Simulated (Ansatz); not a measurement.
Take a 16-atom supercell of InN in the wurtzite structure (space group P6_3mc, No. 186; a = 3.548 Å, c = 5.724 Å) at its relaxed geometry as the base.

The values are results of r2SCAN (Ansatz, a quantum-chemistry and plane-wave program; PAW; 500 eV plane waves; without spin-orbit coupling), earlier PAW set, not measurements.

For the base:

The pressure is 0.0 GPa.

Perturbation: one N atom is replaced by In, atoms relaxed at fixed cell, starting from a slightly rattled geometry.

What happens to the largest displacement of a host atom from its site in the perfect cell?

The largest displacement of a host atom from its site in the perfect cell is 0.95 Å.

What does the calculation give for the shift of the substituted atom off its lattice site after the change?

The shift of the substituted atom off its lattice site is 0.53 Å.

Estimate the effect on the pressure.

The pressure goes from zero to 14.6 GPa.

In so small a cell the defect repeats every few ångströms: this is an ordered compound, not a dilute defect. The mesh was chosen for an insulator and is coarse for the gapless case. All final runs are without spin polarisation. The defect cell is not spin-polarised.
